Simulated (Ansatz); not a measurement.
# simple cubic against fcc along group 15

Method: Ansatz, DFT, PBE, plane waves (420 eV) with PAW, scalar-relativistic.

Each structure is relaxed within its symmetry, in the lowest magnetic state of the tried starts. Differences under about 8 meV lie within the error of the k-point mesh.

```
element  E(simple cubic) − E(fcc) (meV/atom)  V(simple cubic) (Å³/atom)  V(fcc) (Å³/atom)  state of simple cubic       state of fcc
      P                                 -757                      14.59             14.55      spin not included  spin not included
     As                                 -431                      20.44             19.34      spin not included  spin not included
     Sb                                 -271                      29.96             27.44      spin not included  spin not included
     Bi                                 -138                      35.20             31.85      spin not included  spin not included
```
